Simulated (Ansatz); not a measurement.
The system is MnO.

```
Mn O
1.0
     3.37170    0.00000    0.00000
    -1.68585    2.91998    0.00000
     0.00000    0.00000    5.38550
Mn O
2 2
Cartesian
  1.6859 0.9733 2.7518
  0.0000 1.9467 0.0590
  1.6859 0.9733 4.7148
  0.0000 1.9467 2.0221
```

Measurements of this composition are mostly on another form, of space group No. 225.

Alike in all runs: program Ansatz 0.2.0; functional PBEsol; potentials or basis Ansatz PAW; cutoff 420 eV (not typed: the program's choice for these potentials); k mesh 9 × 9 × 5; occupations fermi-dirac, width 0.05 eV.

Starts and where they ended:

```tsv
start	free energy over the lowest (meV/atom)	net moment (μB)	site or absolute moments (μB)	gap
collinear spin, antiferromagnetic start of up to 4 μB	0.0	0.00	Mn +3.68, -3.68; O -0.08, +0.08	none (metal or under the smearing width)
collinear spin, ferromagnetic start of up to 4 μB	135.4	9.99	Mn +3.82; O +0.22	none (metal or under the smearing width)
collinear spin, random start of up to 4.2 μB	0.0	0.00	Mn -3.68, +3.68; O +0.08, -0.08	none (metal or under the smearing width)
collinear spin, ferrimagnetic start of up to 4 μB	0.0	0.00	Mn +3.68, -3.68; O -0.08, +0.08	none (metal or under the smearing width)
collinear spin, ferromagnetic start of up to 5.5 μB	135.4	9.99	Mn +3.82; O +0.22	none (metal or under the smearing width)
no spin polarisation	941.4	-	-	none (metal or under the smearing width)
```

The spin-polarised runs without a constraint all converged, yet they end up to 135 meV/atom apart: a converged run can sit in a state that isn't the lowest. Allowing spin polarisation gains 941 meV/atom. A still lower state may exist.

Caveats: semilocal functionals often make such compounds metallic where correlation or magnetic order opens a gap, which also shifts bond lengths; the magnetic or orbital state may not be the lowest (some runs).
